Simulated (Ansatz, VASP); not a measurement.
## Two plane-wave programs on CdF2

File INCAR:

```
SYSTEM = CdF2
ALGO     = Normal         ! electronic algorithm
EDIFF    = 1E-7           ! SCF threshold, eV
ENCUT    = 520            ! plane-wave cutoff, eV
GGA      = PS             ! functional
ISIF     = 2              ! what is computed and relaxed
ISMEAR   = 0              ! smearing method
LASPH    = .True.         ! aspherical terms in the spheres
LCHARG   = .False.        ! write CHGCAR
LREAL    = .False.        ! projectors in reciprocal space
LWAVE    = .False.        ! write WAVECAR
NBANDS   = 20             ! bands
NELM     = 100            ! most SCF steps
PREC     = Accurate       ! precision mode
SIGMA    = 0.05           ! smearing width, eV
```

The input KPOINTS:

```
k-points
0
Gamma
  8 8 8
  0 0 0
```

File POSCAR:

```
CdF2
1.0
    0.0000000000      2.6734165391      2.6204828916
    2.6734165391      0.0000000000      2.6204828916
    2.6734165391      2.6734165391      0.0000000000
Cd F
1 2
Direct
    0.0000000000      0.0000000000      0.0000000000
    0.2500000000      0.2500000000      0.2500000000
    0.7500000000      0.7500000000      0.7500000000
```

Input for Ansatz:

```yaml
crystal:
  lattice:
    - [0.0, 2.6734165391, 2.6204828916]
    - [2.6734165391, 0.0, 2.6204828916]
    - [2.6734165391, 2.6734165391, 0.0]
  atoms:
    - { symbol: Cd, position: [0.0, 0.0, 0.0] }
    - { symbol: F, position: [0.25, 0.25, 0.25] }
    - { symbol: F, position: [0.75, 0.75, 0.75] }
basis:
  ecutwfc: 520.0
kpoints:
  mp_grid: { grid: [8, 8, 8] }
hamiltonian:
  xc: pbesol
scf:
  occupations: { method: gaussian, width: 0.05 }
output:
  forces: true
  stress: true
  eigenvalues: true
  write_density: true
  write_potential: true
  elf: true
  volumetric_format: npy
```

Alike in both runs: task single point; functional PBEsol; k mesh 8 × 8 × 8; occupations gaussian, width 0.05 eV; no spin polarisation.

|  | VASP | Ansatz |
| --- | --- | --- |
| version | VASP 6.6.1 | Ansatz 0.2.0 |
| potentials or method | VASP PAW PBE potentials, release 64 (Cd, F) | scalar-relativistic, plane waves, PAW |
| plane-wave cutoff (eV) | 520 | 520 |
| valence electrons in the cell | 26 | 34 |

|  | VASP | Ansatz | Ansatz less VASP |
| --- | --- | --- | --- |
| gap on the k mesh at the Fermi level (eV) | 3.03 | 3.07 | +0.035 |
| least direct gap on the mesh (eV) | 3.46 | 3.49 | +0.035 |
| pressure (GPa) | 5.9 | 4.9 | -1.02 |
| largest component of the traceless stress (GPa) | 1.51 | 1.53 | +0.026 |

The functional is the same, so the differences come from potentials, cutoffs and numerics. The two sets of potentials don't hold the same shells in valence.

Caveats: the PAW data sets were made with another functional, which shifts forces and pressure a little (VASP). A k mesh can miss the band edges.
